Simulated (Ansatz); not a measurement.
Hf under changes of volume

One of the cells (23.523 Å³/atom); the others are scaled copies at fixed shape and fractional positions:

```xyz
1
Lattice="-1.8050 1.8050 1.8050 1.8050 -1.8050 1.8050 1.8050 1.8050 -1.8050" Properties=species:S:1:pos:R:3 pbc="T T T"
Hf    0.0000    0.0000    0.0000
```

This isn't the form of Hf at room conditions, which is hcp.

```yaml
Program: Ansatz 0.2.0
Functional: PBEsol
Potentials_or_basis: all-electron LAPW, scalar-relativistic
Cutoff: 231 eV (chosen from the basis error)
Basis_error_allowed: 0.0005 eV/atom
k_mesh: 10 × 10 × 10
Occupations: fermi-dirac, width 0.05 eV
Spin: no spin polarisation
```

| volume (Å³/atom) | energy over the lowest point (meV/atom) | pressure (GPa) |
| --- | --- | --- |
| 22.112 | 0.00 | -3.7 |
| 22.582 | 14.04 | -5.7 |
| 23.052 | 33.54 | -7.4 |
| 23.523 | ? | ? |
| 23.993 | 87.04 | -10.4 |
| 24.464 | 120.04 | -11.7 |
| 24.934 | 156.60 | -12.9 |

**Question.** What does the run at 23.523 Å³/atom give?

**Answer.** Energy over the lowest point 58.04 meV/atom; pressure -9.0 GPa.

Worked out: A Birch-Murnaghan fit of order 3 (a polynomial in V^(-2/3)) to the other rows has no minimum within the range. It gives 58.09 meV/atom at 23.523 Å³/atom, against the run's 58.04, and -dE/dV = -9.1 GPa, against -9.0.

Energies are extrapolated to zero smearing.
